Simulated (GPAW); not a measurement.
The system is W.

```
W
1.0
    -1.58234    1.58234    1.58234
     1.58234   -1.58234    1.58234
     1.58234    1.58234   -1.58234
W
1
Direct
  0.00000 0.00000 0.00000
```

| Quantity | Value |
| --- | --- |
| Program | GPAW 26.7.0 |
| Task | single point |
| Functional | PBEsol |
| Potentials or basis | PAW data sets generated in the run's folder for this functional |
| Cutoff | 600 eV |
| Basis | pw |
| k mesh | 12 × 12 × 12 |
| Occupations | fermi-dirac, width 0.05 eV |
| Spin | no spin polarisation |

On this cell: pressure -3.3 GPa; band gap on the k mesh none (metal or under the smearing width).

The same run follows on a disturbed copy (cell strained at random at fixed volume):

```
CELL_PARAMETERS angstrom
-1.54480 1.61508 1.63102
1.57115 -1.54525 1.58754
1.54570 1.54614 -1.56120
ATOMIC_POSITIONS crystal
W 0.01093 0.00770 0.02297
```

Task: What does the disturbed cell give?

Result: The energy (extrapolated to zero smearing) moves by +22.3 meV/atom; pressure -3.1 GPa; band gap on the k mesh none (metal or under the smearing width).

Stress tensor (GPa, compression positive):
```
 2.52  0.60 -2.08
 0.60 -3.17 -6.01
-2.08 -6.01 -8.56
```
